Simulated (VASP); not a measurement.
# TiTe2 in VASP: further runs

One slab, TiTe2, is run at these levels: PBE; tasks: single point.

Program: VASP 6.6.1. These are calculated values, not measurements. Logs are shortened: lines on timing, memory, paths and dates and some standing lists are left out, and cuts for length are marked.

## Step 1: The slab as given

The cell holds a slab with vacuum, 6 atoms: a = 3.777 Å, b = 3.777 Å, c = 27.913 Å, α = 90.00°, β = 90.00°, γ = 120.00°.

## Step 2: Single point, PBE

File INCAR:

```
  ALGO = Normal
  DIPOL = 0.5 0.5 0.500
  EDIFF = 1E-7
  ENCUT = 650
  GGA = PE
  IDIPOL = 3
  ISIF = 2
  ISMEAR = 0
  LASPH = T
  LCHARG = F
  LDIPOL = T
  LREAL = F
  LVACPOTAV = T
  LVHAR = T
  LWAVE = F
  NBANDS = 38
  NELM = 120
  PREC = Accurate
  SIGMA = 0.05
```

File KPOINTS:

```
k-points
0
Gamma
  9 9 1
```

File POSCAR:

```
TiTe2
1.0
    3.7770008876      0.0000000000      0.0000000000
   -1.8885004438      3.2709787188      0.0000000000
    0.0000000000      0.0000000000     27.9133488000
Te Ti
4 2
Direct
    0.3333333333      0.6666666666      0.3224263797
    0.6666666667      0.3333333334      0.4447817741
    0.3333333333      0.6666666666      0.5552182259
    0.6666666667      0.3333333334      0.6775736203
    0.0000000000      0.0000000000      0.3836040769
    0.0000000000      0.0000000000      0.6163959231
```

Potentials or basis: VASP PAW PBE potentials, release 64 (Te, Ti_sv).

The run is started by

```bash
> cat potpaw_PBE.64/Te/POTCAR potpaw_PBE.64/Ti_sv/POTCAR > POTCAR
> mpirun -np 1 vasp_std > vasp.out
```

OUTCAR:

```text
EDIFF = 1E-7
   ENCUT = 650
   GGA = PE
   ISIF = 2
   ISMEAR = 0
   LASPH = T
   LREAL = F
   NELM = 120
   PREC = Accurate

 Found     12 irreducible k-points:

 Following reciprocal coordinates:
            Coordinates               Weight
  0.000000  0.000000  0.000000      1.000000
  0.111111  0.000000  0.000000      6.000000
  0.222222 -0.000000  0.000000      6.000000
  0.333333  0.000000  0.000000      6.000000
  0.444444 -0.000000  0.000000      6.000000
  0.111111  0.111111  0.000000      6.000000
   k-points           NKPTS =     12   k-points in BZ     NKDIM =     12   number of bands    NBANDS=     38
   number of dos      NEDOS =    301   number of ions     NIONS =      6
   total plane-waves  NPLWV = 245760
   dimension x,y,z NGX =    32 NGY =   32 NGZ =  240
   dimension x,y,z NGXF=    64 NGYF=   64 NGZF=  480
   ions per type =               4   2
   NGX,Y,Z   is equivalent  to a cutoff of  14.08, 14.08, 14.29 a.u.
   NGXF,Y,Z  is equivalent  to a cutoff of  28.17, 28.17, 28.59 a.u.
 SYSTEM =  unknown system
   PREC   = accura    normal or accurate (medium, high low for compatibility)
   ISTART =      0    job   : 0-new  1-cont  2-samecut
   ICHARG =      2    charge: 1-file 2-atom 10-const
   ISPIN  =      1    spin polarized calculation?
   LNONCOLLINEAR =      F non collinear calculations
   LSORBIT =      F    spin-orbit coupling
   LASPH  =      T    aspherical Exc in radial PAW
   ENCUT  =  650.0 eV  47.77 Ry    6.91 a.u.   7.85  7.85 58.03*2*pi/ulx,y,z
   NELM   =    120;   NELMIN=  2; NELMDL= -5     # of ELM steps
   EDIFF  = 0.1E-06   stopping-criterion for ELM
   LREAL  =      F    real-space projection
   EDIFFG = 0.1E-05   stopping-criterion for IOM
   NSW    =      0    number of steps for IOM
   IBRION =     -1    ionic relax: 0-MD 1-quasi-New 2-CG
   NFREE  =      0    steps in history (QN), initial steepest desc. (CG)
   ISIF   =      2    stress and relaxation
   ISYM   =      2    0-nonsym 1-usesym 2-fastsym
   POTIM  = 0.5000    time-step for ionic-motion
   TEBEG  =    0.0;   TEEND  =   0.0 temperature during run
   PSTRESS=    0.0 pullay stress
   NELECT =      48.0000    total number of electrons
   NUPDOWN=      -1.0000    fix difference up-down
   EMIN   =  10.00;   EMAX   =-10.00  energy-range for DOS
   EFERMI =   0.00;   METHOD = LEGACY
   ISMEAR =     0;   SIGMA  =   0.05  broadening in eV -4-tet -1-fermi 0-gaus
   EFERMI_NEDOS =   21; number of points for ismear=-14 and -15
   IALGO  =     38    algorithm
   IMIX   =      4    mixing-type and parameters
     AMIX     =   0.40;   BMIX     =  1.00
     AMIX_MAG =   1.60;   BMIX_MAG =  1.00
  volume/ion in A,a.u.               =      57.48       387.87
  Fermi-wavevector in a.u.,A,eV,Ry     =   0.848418  1.603277  9.793642  0.719812
  Thomas-Fermi vector in A             =   1.964078
   LORBIT       =      0    0 simple, 1 ext, 2 COOP (PROOUT), +10 PAW based schemes
   GGA     = PE    functional components
   LHFCALC =     F    Hartree Fock is set to
   AEXX    =    0.0000 exact exchange contribution
   IVDW    =     0    specifies the selected vdW correction
   LEPSILON=     F    determine dielectric tensor
   LRPA    =     F    only Hartree local field effects (RPA)
 non-spin polarized calculation
 Gauss-broadening in eV      SIGMA  =   0.05
  energy-cutoff  :      650.00
  volume of cell :      344.86
 maximum number of plane-waves:     13033
 NGX is ok and might be reduce to    32
   NGX = 15   NGY = 15   NGZ =117

 dipolmoment           0.000000      0.000000     -0.000000 electrons x Angstroem

 number of electron      48.0000005 magnetization

 dipolmoment           0.000000      0.000000      0.000000 electrons x Angstroem

 Free energy of the ion-electron system (eV)
  ---------------------------------------------------
  ext. energy  EPLUGINS =         0.00000000
  ---------------------------------------------------
  free energy    TOTEN  =       -32.37144922 eV

  energy without entropy =      -32.36557306  energy(sigma->0) =      -32.36851114

 E-fermi :   0.5043     XC(G=0):  -5.0105

 val. band max:        0.4922561036   @ k =   0.3333   0.0000   0.0000
 cond. band min:       0.5298455606   @ k =   0.4444  -0.0000   0.0000
 fundamental gap:      0.0375894569
 Fermi energy:         0.5042708670

 k-point     1 :       0.0000    0.0000    0.0000
  band No.  band energies     occupation
      1     -56.9839      2.00000
      2     -56.9839      2.00000
      3     -33.2364      2.00000
      4     -33.2364      2.00000
      5     -33.2364      2.00000
      6     -33.2364      2.00000
      7     -33.2020      2.00000
      8     -33.2020      2.00000
      9     -11.7233      2.00000
     10     -11.4117      2.00000
     11     -10.7897      2.00000
     12     -10.4631      2.00000
     13      -4.2562      2.00000
     14      -3.2741      2.00000
     15      -1.3532      2.00000
     16      -1.1068      2.00000
     17      -1.1068      2.00000
     18      -1.0695      2.00000
     19      -1.0695      2.00000
     20       0.0612      2.00000
     21       0.9076      0.00000
     22       0.9076      0.00000
     23       0.9132      0.00000
     24       0.9132      0.00000
     25       0.9999      0.00000
     26       1.4409      0.00000
     27       1.4409      0.00000
     28       1.4852      0.00000
     29       1.6056      0.00000
     30       1.6056      0.00000
     31       3.7598      0.00000
     32       3.7598      0.00000
     33       3.9670      0.00000
     34       3.9670      0.00000
     35       4.8617      0.00000
     36       4.9740      0.00000

 k-point     2 :       0.1111    0.0000    0.0000
  band No.  band energies     occupation
      1     -56.9835      2.00000
      2     -56.9835      2.00000
      3     -33.2412      2.00000
      4     -33.2412      2.00000
      5     -33.2375      2.00000
      6     -33.2375      2.00000
      7     -33.2009      2.00000
      8     -33.2009      2.00000
      9     -11.5901      2.00000
     10     -11.2804      2.00000
     11     -10.6977      2.00000
     12     -10.3867      2.00000
     13      -4.1057      2.00000
     14      -3.1475      2.00000
     15      -1.8446      2.00000
     16      -1.4779      2.00000
     17      -1.0981      2.00000
     18      -1.0439      2.00000
     19      -0.7320      2.00000
     20      -0.0541      2.00000
     21       0.1087      2.00000
     22       0.2397      2.00000
     23       0.4813      1.48456
     24       0.5602      0.11358
     25       0.9239      0.00000
     26       1.0657      0.00000
     27       1.6277      0.00000
     28       1.7205      0.00000
     29       1.8508      0.00000
     30       1.9966      0.00000
     31       3.1563      0.00000
     32       3.2975      0.00000
     33       3.5688      0.00000
     34       3.8205      0.00000
     35       5.0783      0.00000
     36       5.1631      0.00000

 k-point     3 :       0.2222   -0.0000    0.0000
  band No.  band energies     occupation
      1     -56.9826      2.00000
      2     -56.9826      2.00000
      3     -33.2535      2.00000
      4     -33.2535      2.00000
      5     -33.2403      2.00000
      6     -33.2403      2.00000
      7     -33.1981      2.00000
      8     -33.1981      2.00000
      9     -11.2139      2.00000
     10     -10.9131      2.00000
     11     -10.4449      2.00000
     12     -10.1835      2.00000
     13      -3.7016      2.00000
     14      -2.8860      2.00000
     15      -2.4975      2.00000
     16      -2.1618      2.00000
     17      -1.6277      2.00000
     18      -1.3912      2.00000
     19      -1.1191      2.00000
     20      -1.0243      2.00000
     21      -0.6594      2.00000
     22      -0.0254      2.00000
     23       0.0461      2.00000
     24       0.1078      2.00000
     25       0.7301      0.00000
     26       0.8501      0.00000
     27       1.7090      0.00000
     28       1.8354      0.00000
     29       1.9651      0.00000
     30       2.0237      0.00000
     31       2.6650      0.00000
     32       3.1168      0.00000
     33       3.3588      0.00000
     34       3.6531      0.00000
     35       5.5579      0.00000
     36       5.6012      0.00000

 k-point     4 :       0.3333    0.0000    0.0000
  band No.  band energies     occupation
      1     -56.9816      2.00000
      2     -56.9816      2.00000
      3     -33.2674      2.00000
      4     -33.2674      2.00000
      5     -33.2435      2.00000
      6     -33.2435      2.00000
      7     -33.1948      2.00000
      8     -33.1948      2.00000
      9     -10.6815      2.00000
     10     -10.4079      2.00000
     11     -10.1139      2.00000
     12      -9.9423      2.00000
     13      -3.5652      2.00000
     14      -3.4404      2.00000
     15      -3.0825      2.00000
     16      -2.7791      2.00000
     17      -2.6200      2.00000
     18      -1.9278      2.00000
     19      -1.2488      2.00000
     20      -1.1137      2.00000
     21      -1.0919      2.00000
     22      -0.4391      2.00000
     23      -0.2919      2.00000
     24      -0.1045      2.00000
     25       0.4923      1.26601
     26       0.6366      0.00018
     27       1.7384      0.00000
     28       1.8139      0.00000
     29       1.8290      0.00000
     30       2.0592      0.00000
     31       2.9097      0.00000
     32       3.3324      0.00000
     33       3.4822      0.00000
     34       3.6686      0.00000
     35       5.3659      0.00000
     36       5.4705      0.00000

 k-point     5 :       0.4444   -0.0000    0.0000
  band No.  band energies     occupation
      1     -56.9810      2.00000
      2     -56.9810      2.00000
      3     -33.2764      2.00000
      4     -33.2764      2.00000
      5     -33.2456      2.00000
      6     -33.2456      2.00000
      7     -33.1927      2.00000
      8     -33.1927      2.00000
      9     -10.2024      2.00000
     10      -9.9798      2.00000
     11      -9.8720      2.00000
     12      -9.8223      2.00000
     13      -4.2774      2.00000
     14      -4.2175      2.00000
     15      -3.6109      2.00000
     16      -3.2231      2.00000
     17      -2.1713      2.00000
     18      -1.7178      2.00000
     19      -1.4626      2.00000
     20      -1.3863      2.00000
     21      -1.2327      2.00000
     22      -0.7747      2.00000
     23      -0.3740      2.00000
     24      -0.1369      2.00000
     25       0.3804      1.99954
     26       0.5298      0.46946
     27       1.6675      0.00000
     28       1.6790      0.00000
     29       1.9501      0.00000
     30       2.0161      0.00000
     31       3.1640      0.00000
     32       3.3502      0.00000
     33       3.7165      0.00000
     34       3.7357      0.00000
     35       4.8860      0.00000
     36       5.1964      0.00000

 k-point     6 :       0.1111    0.1111    0.0000
  band No.  band energies     occupation
      1     -56.9829      2.00000
      2     -56.9829      2.00000
      3     -33.2493      2.00000
      4     -33.2493      2.00000
      5     -33.2399      2.00000
      6     -33.2399      2.00000
      7     -33.1989      2.00000
      8     -33.1989      2.00000
      9     -11.3349      2.00000
     10     -11.0306      2.00000
     11     -10.5248      2.00000
     12     -10.2464      2.00000
     13      -3.8248      2.00000
     14      -2.9388      2.00000
     15      -2.2982      2.00000
     16      -1.9396      2.00000
     17      -1.2641      2.00000
     18      -1.1720      2.00000
     19      -0.8875      2.00000
     20      -0.8236      2.00000
     21      -0.5931      2.00000
     22      -0.2341      2.00000
     23      -0.1424      2.00000
     24       0.2445      2.00000
     25       0.9541      0.00000
     26       1.0780      0.00000
     27       1.7502      0.00000
     28       1.7645      0.00000
     29       1.7986      0.00000
     30       2.1337      0.00000
     31       2.8759      0.00000
     32       3.2108      0.00000
     33       3.2240      0.00000
     34       3.2821      0.00000
     35       5.4315      0.00000
     36       5.4842      0.00000

 [... further k-points ...]

 [bands above 36 left out]

------------------------ aborting loop because EDIFF is reached ----------------------------------------

  FORCE on cell =-STRESS in cart. coord.  units (eV):
  Direction    XX          YY          ZZ          XY          YZ          ZX
  --------------------------------------------------------------------------------------
  -------------------------------------------------------------------------------------
  Total        0.3154042      0.3154042      1.7720299     -0.0000000      0.0000000      0.0000000
  in kB        1.4653499      1.4653499      8.2327492     -0.0000000      0.0000000      0.0000000
  external PRESSURE =       3.7211497 kB  Pullay stress =       0.0000000 kB

 VOLUME and BASIS-vectors are now :
 -----------------------------------------------------------------------------
  energy-cutoff  :      650.00
  volume of cell :      344.86
      direct lattice vectors                 reciprocal lattice vectors
     3.777000888  0.000000000  0.000000000     0.264760330  0.152859448  0.000000000
    -1.888500444  3.270978719  0.000000000     0.000000000  0.305718895  0.000000000
     0.000000000  0.000000000 27.913348800     0.000000000  0.000000000  0.035825153

 POSITION                                       TOTAL-FORCE (eV/Angst)
 -----------------------------------------------------------------------------------
     -0.00000      2.18065      9.00000        -0.000000     -0.000000     -0.267556
      1.88850      1.09033     12.41535         0.000000     -0.000000      0.021335
     -0.00000      2.18065     15.49800        -0.000000      0.000000     -0.021335
      1.88850      1.09033     18.91335        -0.000000      0.000000      0.267556
      0.00000      0.00000     10.70767        -0.000000      0.000000      0.122500
      0.00000      0.00000     17.20567         0.000000     -0.000000     -0.122500
 -----------------------------------------------------------------------------------
    total drift:                                0.000000      0.000000      0.000000

  FREE ENERGIE OF THE ION-ELECTRON SYSTEM (eV)
  ---------------------------------------------------
  free  energy   TOTEN  =       -32.3714492236 eV

  energy  without entropy=      -32.3655730584  energy(sigma->0) =      -32.36851114

 vacuum level on the upper side and lower side of the slab         5.444         5.444
```

It took 4.1 min on 1 thread of Intel Xeon 6975P-C (Granite Rapids), shared host; peak memory 0.66 GiB.

These settings aren't checked as converged: the numbers below hold their error.

What came out:

| Quantity | Value |
| --- | --- |
| Free energy | -32.3714 eV |
| Largest force | 0.268 eV/Å |
| Band gap on the k mesh | none (metal or under the smearing width) |
| Work function of the upper face | 4.94 eV |
| Work function of the lower face | 4.94 eV |

## Step 3: Single point, PBE

This run uses another cell than the first one, of 51.30 Å³/atom, 0.893 times its volume.

INCAR is that of step 2.

KPOINTS is that of step 2.

File POSCAR:

```
TiTe2
1.0
    3.7770008876      0.0000000000      0.0000000000
   -1.8885004438      3.2709787188      0.0000000000
    0.0000000000      0.0000000000     24.9133488000
Te Ti
4 2
Direct
    0.3333333333      0.6666666666      0.3010434310
    0.6666666667      0.3333333334      0.4381325404
    0.3333333333      0.6666666666      0.5618674596
    0.6666666667      0.3333333334      0.6989565690
    0.0000000000      0.0000000000      0.3695879857
    0.0000000000      0.0000000000      0.6304120143
```

Potentials or basis: VASP PAW PBE potentials, release 64 (Te, Ti_sv).

The run is started by

```bash
> cat potpaw_PBE.64/Te/POTCAR potpaw_PBE.64/Ti_sv/POTCAR > POTCAR
> mpirun -np 1 vasp_std > vasp.out
```

Wall time 3.5 min (1 thread of Intel Xeon 6975P-C (Granite Rapids), shared host); peak memory 0.58 GiB.

These settings aren't checked as converged: the numbers below hold their error.

Results:

- Free energy: -32.3717 eV
- Largest force: 0.268 eV/Å
- Band gap on the k mesh: none (metal or under the smearing width)
- Work function of the upper face: 4.94 eV
- Work function of the lower face: 4.94 eV
